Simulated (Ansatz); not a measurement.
## WSi2N4 bilayer (AB) in a perpendicular field

Wanted: the out-of-plane response of the WSi2N4 bilayer (AB). A positive field points along +c.

Program: Ansatz 0.2.0. Level of theory: plane-wave DFT, PBE-D3(BJ), Ansatz PAW. Results are calculated unless marked as measured.

Most raw output is cut from this account.

**1. Starting point**

The cell holds 14 atoms: 8 N, 4 Si and 2 W. Cell: a = 2.920 Å, b = 2.920 Å, c = 65.802 Å, α = 90.0°, β = 90.0°, γ = 120.0°. Regions: layer 1: WSi2N4, 7 atoms (4 N, 2 Si and 1 W); layer 2: WSi2N4, 7 atoms (4 N, 2 Si and 1 W). Vacuum lies along c.

Coordinates:

```xyz
14
Lattice="2.9200 0.0000 0.0000 -1.4600 2.5288 0.0000 0.0000 0.0000 65.8020" Properties=species:S:1:pos:R:3
N     0.0000    0.0000   24.2000
Si    0.0000    1.6859   24.6694
N     0.0000    1.6859   26.4194
W     0.0000    0.0000   27.7505
N     0.0000    1.6859   29.0816
Si    0.0000    1.6859   30.8316
N     0.0000    0.0000   31.3010
N     0.0000    1.6859   34.5010
Si    1.4600    0.8429   34.9705
N     1.4600    0.8429   36.7205
W     0.0000    1.6859   38.0515
N     1.4600    0.8429   39.3826
Si    1.4600    0.8429   41.1326
N     0.0000    1.6859   41.6020
```

**2. Relaxing the slab**

The starting cell is a guess, so the in-plane lattice and the atoms are relaxed first, with the slab cut off from its images along the normal.

input.yaml

```yaml
crystal:
  lattice:
    - [2.92, 0.0, 0.0]
    - [-1.46, 2.5287941791, 0.0]
    - [0.0, 0.0, 65.8020441666]
  atoms:
    - { symbol: "N", position: [0.0, 0.0, 0.3677697297] }
    - { symbol: Si, position: [0.3333333333, 0.6666666667, 0.3749037373] }
    - { symbol: "N", position: [0.3333333333, 0.6666666667, 0.4014986558] }
    - { symbol: W, position: [0.0, 0.0, 0.4217271879] }
    - { symbol: "N", position: [0.3333333333, 0.6666666667, 0.4419557199] }
    - { symbol: Si, position: [0.3333333333, 0.6666666667, 0.4685506384] }
    - { symbol: "N", position: [0.0, 0.0, 0.475684646] }
    - { symbol: "N", position: [0.3333333333, 0.6666666667, 0.524315354] }
    - { symbol: Si, position: [0.6666666667, 0.3333333333, 0.5314493616] }
    - { symbol: "N", position: [0.6666666667, 0.3333333333, 0.5580442801] }
    - { symbol: W, position: [0.3333333333, 0.6666666667, 0.5782728121] }
    - { symbol: "N", position: [0.6666666667, 0.3333333333, 0.5985013442] }
    - { symbol: Si, position: [0.6666666667, 0.3333333333, 0.6250962627] }
    - { symbol: "N", position: [0.3333333333, 0.6666666667, 0.6322302703] }
  periodic: [true, true, false]
kpoints:
  mp_grid: { grid: [12, 12, 1] }
hamiltonian:
  xc: pbe
  dispersion: d3bj
scf:
  occupations: { method: fermi_dirac, width: 0.05 }
  convergence: { dr2_threshold: 1.0e-09 }
relax:
  f_tol: 0.004
  max_steps: 90
  cell: {}
output:
  write_potential: true
  write_density: true
  volumetric_format: npy
```

Command:

```
$ ansatz run input.yaml --threads 4 --pin off --max-ram 8192MiB --backend cpu --events-out ev --progress --plain --runs-dir out
```

Elapsed: 5.5 min, on 4 threads of Intel Xeon at 2.50GHz (Skylake/Cascade Lake), shared host; peak memory 1.2 GiB.

Step by step:

```
step  energy less that of the first step (eV)  largest force component (eV/Å)  volume (Å³)
   1                                   0.0000                          1.8529       485.89
   2                                  -0.3640                          0.8044       478.39
   3                                  -0.4403                          0.0786       475.06
   4                                  -0.4418                          0.0435       475.83
   5                                  -0.4420                          0.0270       475.81
   6                                  -0.4420                          0.0129       475.88
   7                                  -0.4420                          0.0007       475.92
  8*                                  -0.4340                          0.0009       475.92
   9                                  -0.4341                          0.0004       475.78
 10*                                  -0.4340                          0.0004       475.78
```

Relaxation steps marked * repeat the geometry before them on a plane-wave basis chosen anew for their cell, so energy and pressure can jump there.

Forces are held to the 6 operations that the run works with; a distortion that breaks them can't arise in this run.

```
cell as run  before  after  change
      a (Å)   2.920  2.889  -1.0 %
      b (Å)   2.920  2.889  -1.0 %
```

The atoms that moved most (Å, along periodic axes as changes of fractional coordinates times the final cell, across vacuum about the mean position):

```
atom     dx     dy      dz  length
  N3  0.000  0.000   0.233   0.233
 N12  0.000  0.000  -0.233   0.233
 Si2  0.000  0.000   0.231   0.231
Si13  0.000  0.000  -0.231   0.231
  N1  0.000  0.000   0.178   0.178
 N14  0.000  0.000  -0.178   0.178
  W4  0.000  0.000   0.166   0.166
 W11  0.000  0.000  -0.166   0.166
```

The relaxed structure:

```xyz
14
Lattice="2.8895 0.0000 0.0000 -1.4447 2.5023 0.0000 0.0000 0.0000 65.8020" Properties=species:S:1:pos:R:3
N     0.0000    0.0000   24.3777
Si    0.0000    1.6682   24.9008
N     0.0000    1.6682   26.6524
W     0.0000    0.0000   27.9161
N     0.0000    1.6682   29.1794
Si    0.0000    1.6682   30.9300
N     0.0000    0.0000   31.4476
N     0.0000    1.6682   34.3535
Si    1.4447    0.8341   34.8724
N     1.4447    0.8341   36.6228
W     0.0000    1.6682   37.8860
N     1.4447    0.8341   39.1498
Si    1.4447    0.8341   40.9013
N     0.0000    1.6682   41.4244
```

Numbers from this step:

```
gap on the k-mesh : 2.231 eV
```

The lattice constant a goes from 2.920 to 2.889 Å.

**3. Atoms held, field 0, start network**

A sawtooth potential applies the field, turning back in the middle of the vacuum. With the dipole correction the typed value is the field outside the slab. The induced dipole is small, so the SCF threshold is tight.

The cell differs from the one that the last finished run ended in (c 65.802 → 35.047 Å).

input.yaml

```yaml
crystal:
  lattice:
    - [2.8894549143, 0.0, 0.0]
    - [-1.4447274572, 2.5023413589, 0.0]
    - [0.0, 0.0, 35.0466550802]
  atoms:
    - { symbol: "N", position: [0.0, 0.0, 0.2568005414] }
    - { symbol: Si, position: [0.3333333333, 0.6666666667, 0.2717261916] }
    - { symbol: "N", position: [0.3333333333, 0.6666666667, 0.3217033145] }
    - { symbol: W, position: [0.0, 0.0, 0.3577619956] }
    - { symbol: "N", position: [0.3333333333, 0.6666666667, 0.393808657] }
    - { symbol: Si, position: [0.3333333333, 0.6666666667, 0.4437579445] }
    - { symbol: "N", position: [0.0, 0.0, 0.4585278694] }
    - { symbol: "N", position: [0.3333333333, 0.6666666667, 0.5414418799] }
    - { symbol: Si, position: [0.6666666667, 0.3333333333, 0.5562486116] }
    - { symbol: "N", position: [0.6666666667, 0.3333333333, 0.6061944167] }
    - { symbol: W, position: [0.3333333333, 0.6666666667, 0.6422368714] }
    - { symbol: "N", position: [0.6666666667, 0.3333333333, 0.6782967035] }
    - { symbol: Si, position: [0.6666666667, 0.3333333333, 0.7282737945] }
    - { symbol: "N", position: [0.3333333333, 0.6666666667, 0.7431994586] }
kpoints:
  mp_grid: { grid: [18, 18, 1] }
  band_path:
    path: [[0, 0, 0], [0.5, 0, 0], [0.33333333, 0.33333333, 0], [0, 0, 0]]
    npoints: 16
hamiltonian:
  xc: pbe
  dispersion: d3bj
scf:
  occupations: { method: fermi_dirac, width: 0.02585 }
  convergence: { dr2_threshold: 1.0e-10 }
efield:
  axis: 3
  dipole_correction: true
  ramp_position: 0.97
  ramp_width: 0.06
  amplitude: 0
output:
  dos: { projected: true, e_range: [-6, 5] }
  write_potential: true
  write_density: true
  volumetric_format: npy
  elf: true
```

Elapsed: 52 s, on 4 threads; peak memory 1 GiB; 3.3 min of CPU time.

Numbers from this step:

| Item | Value |
| --- | --- |
| dipole along the normal | 0.006057 e·Å |
| gap along the path | 2.231 eV |
| smallest direct gap along the path | 2.624 eV |
| step between the vacuum levels | -0.1517 eV |
| ionisation energy, upper face | 5.167 eV |
| electron affinity, upper face | 2.937 eV |
| ionisation energy, lower face | 5.319 eV |
| gap, the smaller of path and mesh | 2.231 eV |

Running mean over a fixed 2.8 Å (it still follows the layers) of the planar mean; the ramp of the sawtooth is left out. Electron's electrostatic potential energy less the Fermi level against z:

z (Å), electron's electrostatic potential energy less the Fermi level (eV) and a bar from the least value:
```
        4        4.2 ##############################
        5        4.2 ##############################
        6        4.2 ##############################
        7        3.7 #############################
        8       -3.1 ##################
        9       -9.2 ########
       10      -11.4 ####
       11      -10.1 ######
       12      -13.5 #
       13      -13.7 
       14      -10.2 ######
       15      -11.5 ####
       16       -9.4 #######
       17       -4.5 ################
       18       -4.2 ################
       19       -9.5 #######
       20      -11.6 ####
       21      -10.3 ######
       22      -13.7 
       23      -13.8 
       24      -10.3 ######
       25      -11.6 ####
       26       -9.5 #######
       27       -3.7 #################
       28        3.4 #############################
       29        4.0 ##############################
       30        4.1 ##############################
       31        4.1 ##############################
```

The density of states has structure finer than the step of the table below, so its rows give means over 0.25 eV, whole bins alone (the curve runs from -6 to 3.1 eV). Peaks (eV: height): -3.900: 12.7, -3.820: 12.6, -3.570: 19.7, -2.280: 13.3, 1.530: 15.4, 1.720: 17.5, 2.410: 11.3.

Table of density of states by energy, zero at the Fermi level of the run, which the smearing sets inside the gap; means over each step:

```
energy (eV)  density of states (states/eV a cell)
      -5.75                                  4.73
      -5.50                                  5.76
      -5.25                                  6.80
      -5.00                                  7.05
      -4.75                                  7.87
      -4.50                                  7.00
      -4.25                                  7.83
      -4.00                                  8.17
      -3.75                                  9.84
      -3.50                                  9.74
      -3.25                                  3.61
      -3.00                                  1.54
      -2.75                                 0.320
      -2.50                                  2.90
      -2.25                                  6.61
      -2.00                                  3.18
      -1.75                                  2.02
      -1.50                                  1.07
      -1.25                                 0.607
      -1.00                                0.0226
      -0.75                                     0
      -0.50                                     0
      -0.25                                     0
       0.00                                     0
       0.25                                     0
       0.50                                     0
       0.75                                     0
       1.00                               0.00317
       1.25                                 0.780
       1.50                                  6.48
       1.75                                  9.22
       2.00                                  4.79
       2.25                                  6.53
       2.50                                  9.04
       2.75                                  5.78
```

Projected DOS per atom over height of the atomic layer and energy from the Fermi level. Layers: N Si N W N Si N N Si N W N Si N from below.

Values in states/eV, 22 rows by 14 columns, each cell a mean:
```
0.09 0.21 0.17 1.61 0.17 0.21 0.09 0.06 0.14 0.13 1.30 0.13 0.16 0.07
0.29 0.53 0.27 1.63 0.28 0.54 0.29 0.26 0.48 0.29 1.94 0.28 0.49 0.26
0.13 0.30 0.27 1.12 0.27 0.29 0.13 0.15 0.32 0.26 1.08 0.25 0.34 0.16
0.25 0.43 0.34 1.72 0.34 0.44 0.25 0.28 0.50 0.42 2.01 0.43 0.50 0.28
0.01 0.03 0.00 0.05 0.00 0.03 0.01 0.04 0.11 0.02 0.21 0.02 0.08 0.03
0.00 0.00 0.00 0.00 0.00 0.00 0.00 0.00 0.00 0.00 0.00 0.00 0.00 0.00
0.00 0.00 0.00 0.00 0.00 0.00 0.00 0.00 0.00 0.00 0.00 0.00 0.00 0.00
0.00 0.00 0.00 0.00 0.00 0.00 0.00 0.00 0.00 0.00 0.00 0.00 0.00 0.00
0.00 0.00 0.00 0.00 0.00 0.00 0.00 0.00 0.00 0.00 0.00 0.00 0.00 0.00
0.00 0.00 0.00 0.00 0.00 0.00 0.00 0.00 0.00 0.00 0.00 0.00 0.00 0.00
0.01 0.01 0.03 0.23 0.03 0.01 0.01 0.01 0.01 0.02 0.13 0.02 0.01 0.01
0.02 0.01 0.09 0.73 0.09 0.01 0.02 0.02 0.01 0.06 0.51 0.06 0.01 0.02
0.07 0.03 0.24 2.19 0.24 0.03 0.07 0.04 0.02 0.14 1.22 0.14 0.02 0.04
0.01 0.01 0.04 0.43 0.04 0.01 0.02 0.06 0.03 0.18 1.73 0.18 0.03 0.06
0.19 0.00 0.14 0.01 0.14 0.00 0.19 0.11 0.00 0.08 0.01 0.08 0.00 0.10
0.57 0.02 0.74 0.15 0.76 0.02 0.74 0.51 0.01 0.43 0.08 0.39 0.01 0.31
1.32 0.04 1.24 0.51 1.19 0.04 1.07 1.14 0.04 1.15 0.37 1.22 0.04 1.34
0.62 0.04 0.90 0.57 0.90 0.04 0.56 0.59 0.04 1.03 0.55 0.97 0.03 0.69
0.63 0.06 0.85 0.61 0.79 0.04 0.53 0.47 0.04 0.72 0.56 0.85 0.05 0.66
0.56 0.08 0.84 0.57 0.90 0.08 0.67 0.72 0.07 0.96 0.65 0.88 0.07 0.59
0.59 0.10 0.46 0.41 0.49 0.09 0.61 0.62 0.09 0.64 0.46 0.62 0.09 0.59
0.57 0.13 0.30 0.35 0.30 0.12 0.55 0.55 0.11 0.35 0.37 0.34 0.11 0.56
```
Columns: height of the atomic layer (Å) from 9 to 26.0 (not evenly spaced); rows upwards: energy from the Fermi level (eV) from -5.96 to 3.04.

The electronic bands at the labelled points (eV, zero at the Fermi level of the run, which the smearing sets inside the gap):

```
  point  band 39  band 40  band 41  band 42  band 43  band 44  band 45  band 46
      Γ    -3.61    -3.42    -1.29    -1.11     1.83     1.83     1.98     1.98
halfway    -3.85    -3.54    -2.28    -2.13     1.58     1.74     2.01     2.16
      M    -3.35    -3.20    -2.43    -2.28     1.12     1.29     1.44     1.61
halfway    -3.32    -3.13    -2.06    -1.91     1.96     2.12     2.23     2.40
      K    -2.92    -2.77    -1.59    -1.44     1.18     1.33     2.18     2.31
halfway    -3.80    -3.59    -2.41    -2.26     1.51     1.66     2.50     2.57
      Γ    -3.61    -3.42    -1.29    -1.11     1.83     1.83     1.98     1.98
```

Valence density in the ca plane at fractional y = 0.667, with atoms of Si and N and W within 0.2 Å of it. It is the smooth field of the valence electrons, not physical close to the nuclei.

Ten even steps from '0' (0.0 e/Å³) to '9' (3.5 e/Å³), each cell a mean:
```
00000000000001111000001232100000111100000000
00000000000001111000001232100000111100000000
00000000000000111000111121111000111000000121
00000000000000110112452111354210011000001453
00000000000000000125994111599521000000003896
00000000000000000126995111599521000000004996
00000000000000110113553111355311011000002564
00000000000000111001111111111100111000000121
```
Columns run along c (16.0 Å, from fractional 0.11 to 0.57 of the cell), rows up along a (2.9 Å). Atoms in or near the plane, at fractional coordinates: Si at (0.27, 0.33), N at (0.32, 0.33), N at (0.39, 0.33), Si at (0.44, 0.33), N at (0.54, 0.33).

Electrostatic potential energy in the ca plane at fractional y = 0.667, with atoms of Si and N and W within 0.2 Å of it. With pseudopotentials it is smooth inside the atoms' cores, unlike the true potential.

Values in eV, 5 rows by 16 columns, each cell a mean:
```
 10  10  10  10   8   2   5   6 -14  -8   7   4   3   9   7  -6
 10  10  10  10   8  -4   0   4  -7  -4   5  -3  -1   9   8  -3
 10  10  10  10   5 -36 -23 -32  -4 -11 -25 -33 -25   7   2 -33
 10  10  10  10   4 -43 -29 -45  -6 -17 -36 -40 -32   7  -1 -45
 10  10  10  10   7 -12  -6  -2  -4  -3  -1 -11  -7   8   7  -6
```
Columns run along c (16.0 Å, from fractional 0.11 to 0.57 of the cell; values clipped at the 3rd and 97th percentile), rows up along a (2.9 Å). Atoms in or near the plane, at fractional coordinates: Si at (0.27, 0.33), N at (0.32, 0.33), N at (0.39, 0.33), Si at (0.44, 0.33), N at (0.54, 0.33).

ELF in the ca plane at fractional y = 0.667, with atoms of Si and N and W within 0.2 Å of it. It is the smooth field of the valence electrons, not physical close to the nuclei.

Ten even steps from '0' (0.00) to '9' (0.88), each cell a mean:
```
21125787620013443246774223677532443210000000
21015787630012443246774223677532343210000000
65325787510157886324652342465324787642000000
88852455200489897311324775232126988985310000
37972212101698368400237537521027736997420000
27972212101797258400247427521027725997520000
88852354200599888311225776322126988986310000
76435787410157886324542342354225888752100000
```
Columns run along c (16.0 Å, from fractional 0.40 to 0.85 of the cell), rows up along a (2.9 Å). Atoms in or near the plane, at fractional coordinates: Si at (0.44, 0.33), N at (0.54, 0.33), W at (0.64, 0.33), N at (0.74, 0.33).

The gap is 2.23 eV, with the valence edge 5.17 eV and the conduction edge 2.94 eV under the upper vacuum level. Spin-orbit coupling, left out in this run, matters for the bands of elements this heavy.

**4. Single point, field 0.1 V/Å**

input.yaml: that of step 3 with these lines changed.

```diff
@@ -34,7 +34,6 @@
   dipole_correction: true
-  ramp_position: 0.97
-  ramp_width: 0.06
-  amplitude: 0
+  ramp_position: 0.9546
+  ramp_width: 0.0907
+  amplitude: 0.1
 output:
-  dos: { projected: true, e_range: [-6, 5] }
   write_potential: true
@@ -42,2 +41 @@
   volumetric_format: npy
-  elf: true
```

Wall time 53 s (4 threads); peak memory 0.96 GiB.

The dipole is 0.0684 e·Å, 0.0623 e·Å from its value without field, and the gap 2.312 eV.

**5. Atoms held, field -0.1 V/Å**

input.yaml: that of step 4 with these lines changed.

```diff
@@ -36,3 +36,3 @@
   ramp_width: 0.0907
-  amplitude: 0.1
+  amplitude: -0.1
 output:
```

Run time: 54 s. Hardware: 4 threads; peak memory 0.96 GiB.

The dipole is -0.0563 e·Å, -0.0623 e·Å from its value without field, and the gap 2.019 eV.

**6. Atoms held, field 0.2 V/Å**

input.yaml: that of step 5 with these lines changed.

```diff
@@ -36,3 +36,3 @@
   ramp_width: 0.0907
-  amplitude: -0.1
+  amplitude: 0.2
 output:
```

Elapsed: 55 s, on 4 threads; peak memory 0.96 GiB.

The dipole is 0.131 e·Å, 0.125 e·Å from its value without field, and the gap 2.097 eV.

**7. Single point, field 0.3 V/Å**

input.yaml: that of step 6 with these lines changed.

```diff
@@ -34,5 +34,5 @@
   dipole_correction: true
-  ramp_position: 0.9546
-  ramp_width: 0.0907
-  amplitude: 0.2
+  ramp_position: 0.9526
+  ramp_width: 0.0948
+  amplitude: 0.3
 output:
```

Run time: 61 s. Hardware: 4 threads; peak memory 0.96 GiB; 3.8 min of CPU time.

The dipole is 0.193 e·Å, 0.187 e·Å from its value without field, and the gap 1.857 eV.

[end of part 1 of 2]

[Logs are printed without paths, hosts, clocks, repeated set-up lines and the standing remarks that a program may print on its own settings, such as how far it seeks lower states.]

[Hosts, paths, dates, database ids (printed as entryN), source tags and the programs' standing remarks are cut or masked in the printed files.]

[Maps of the electrostatic potential energy from Ansatz leave out the sawtooth potential of an applied field or a dipole correction, so their vacuum need not be flat; planar profiles and work functions include it.]

[The density of states shown here was stored with 400 of the rows of the run's finer table, so its peaks can read low, often by over a quarter, or be missed, and its means over a window can be off by a tenth or more.]
